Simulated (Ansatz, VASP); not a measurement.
## C in VASP and in Ansatz

INCAR

```
SYSTEM = C
PREC = Accurate
ENCUT = 520
EDIFF = 1E-7
ISMEAR = 0
SIGMA = 0.05
LREAL = .False.
LASPH = .True.
NELM = 80
ALGO = Normal
ISIF = 2
LWAVE = .False.
LCHARG = .False.
NBANDS = 11
```

The input KPOINTS:

```
regular mesh
0
Gamma
  12 12 12
  0 0 0
```

Contents of POSCAR:

```
C
1.0
    1.1973256878      0.6912763082      3.5143613814
   -1.1973256878      0.6912763082      3.5143613814
    0.0000000000     -1.3825526163      3.5143613814
C
2
Direct
    0.1640000000      0.1640000000      0.1640000000
    0.8360000000      0.8360000000      0.8360000000
```

Input for Ansatz:

```yaml
crystal:
  lattice:
    - [1.1973256878, 0.6912763082, 3.5143613814]
    - [-1.1973256878, 0.6912763082, 3.5143613814]
    - [0.0, -1.3825526163, 3.5143613814]
  atoms:
    - { symbol: C, position: [0.164, 0.164, 0.164] }
    - { symbol: C, position: [0.836, 0.836, 0.836] }
basis:
  ecutwfc: 420
kpoints:
  mp_grid: { grid: [12, 12, 12] }
hamiltonian:
  xc: lda
scf:
  occupations: { method: gaussian, width: 0.05 }
output:
  forces: true
  stress: true
  eigenvalues: true
```

Change from the starting cell: strain -0.025 along x and y, +0.050 along z, atoms carried along.

Alike in both runs: task single point; functional LDA; k mesh 12 × 12 × 12; occupations gaussian, width 0.05 eV; no spin polarisation.

|  | VASP | Ansatz |
| --- | --- | --- |
| version | VASP 6.6.1 | Ansatz 0.2.0 |
| potentials or method | VASP PAW LDA potentials, release 64 (C) | scalar-relativistic, plane waves, PAW |
| plane-wave cutoff (eV) | 520 | 420 |
| valence electrons in the cell | 8 | 8 |

VASP gave:

| Property | Result |
| --- | --- |
| gap on the k mesh at the Fermi level (eV) | 0.57 |
| least direct gap on the mesh (eV) | 0.57 |
| pressure (GPa) | 18.9 |
| largest component of the traceless stress (GPa) | 21.01 |
| rms of the force components (eV/Å) | 0.540 |

Which values does Ansatz return?

gap on the k mesh at the Fermi level (eV): 0.57; least direct gap on the mesh (eV): 0.57; pressure (GPa): 18.1; largest component of the traceless stress (GPa): 20.08; rms of the force components (eV/Å): 0.543.

Atom by atom the forces differ by 0.003 eV/Å (rms over components).

Caveats: so large a pressure means that the cell lies far from this level's equilibrium, or that cutoff or potentials fall short (VASP).
